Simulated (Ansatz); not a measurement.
AgCl (Chlorargyrite) in Ansatz: convergence with ecutrho ratio

The system is AgCl (Chlorargyrite).

```
Ag Cl
1.0
     0.00000    2.73500    2.73500
     2.73500    0.00000    2.73500
     2.73500    2.73500    0.00000
Ag Cl
1 1
Direct
  0.00000 0.00000 0.00000
  0.50000 0.50000 0.50000
```

```yaml
Program: Ansatz 0.2.0
Task: convergence study
Functional: r2SCAN
Potentials_or_basis: Ansatz PAW earlier set
Cutoff: 900 eV
Density_cutoff: 3600 eV
k_mesh: 7 × 7 × 7
Occupations: methfessel-paxton, width 0.05 eV
Spin: no spin polarisation
```

These are the settings of the first run; the series varies ecutrho ratio, with any setting tied to it.

Hardware: 2 threads of Arm Neoverse V1, on a shared host.

| ecutrho ratio | energy less the tightest run, at zero smearing (meV/atom) | SCF cycles | CPU time (s) | peak memory (GiB) |
| --- | --- | --- | --- | --- |
| 4 | 0.00 | 8 | 6.9 | 0.61 |
| 5 | 0.00 | 8 | 7.8 | 0.74 |
| 6 | 0.00 | 8 | 8 | 0.83 |
| 8 | 0.00 | 8 | 9.7 | 1.1 |
| 10 | 0.00 | 8 | 11 | 1.3 |
| 12 | 0.00 | 8 | 16 | 2 |

Against the tightest run, the energy stays within 1 meV/atom from 4 on. The tightest run that finished is the yardstick and may itself not be fully converged.
